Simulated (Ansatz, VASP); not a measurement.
# Two plane-wave programs on MgO

```
Mg O
1.0
     3.06417    0.00000    0.00000
    -1.53209    2.65365    0.00000
     0.00000    0.00000   11.08710
Mg O
4 4
Direct
  0.33333 0.66667 0.96949
  0.00000 0.00000 0.22082
  0.00000 0.00000 0.72082
  0.66667 0.33333 0.46949
  0.33333 0.66667 0.78004
  0.00000 0.00000 0.52964
  0.00000 0.00000 0.02964
  0.66667 0.33333 0.28004
```

Alike in both runs: task single point; functional PBE; k mesh 9 × 9 × 4; occupations gaussian, width 0.05 eV; no spin polarisation.

```csv
,VASP,Ansatz
version,VASP 6.6.1,Ansatz 0.2.0
potentials or method,"VASP PAW PBE potentials, release 64 (Mg, O)","scalar-relativistic, plane waves, PAW"
plane-wave cutoff (eV),520,520
valence electrons in the cell,32,64
```

Ansatz gave:

```
gap on the k mesh at the Fermi level (eV)       : 3.76
least direct gap on the mesh (eV)               : 3.76
pressure (GPa)                                  : 14.3
largest component of the traceless stress (GPa) : 20.80
rms of the force components (eV/Å)              : 0.590
```

Problem. Estimate VASP's values.

Solution. gap on the k mesh at the Fermi level (eV): 3.74; least direct gap on the mesh (eV): 3.74; pressure (GPa): 14.1; largest component of the traceless stress (GPa): 21.13; rms of the force components (eV/Å): 0.600.

Atom by atom the forces differ by 0.010 eV/Å (rms over components). The two sets of potentials don't hold the same shells in valence.

Caveats: an odd mesh through Γ misses points on the zone boundary, where band edges often lie; forces of over 1 eV/Å show positions far from the minimum, so gaps and moduli don't describe the material at rest.
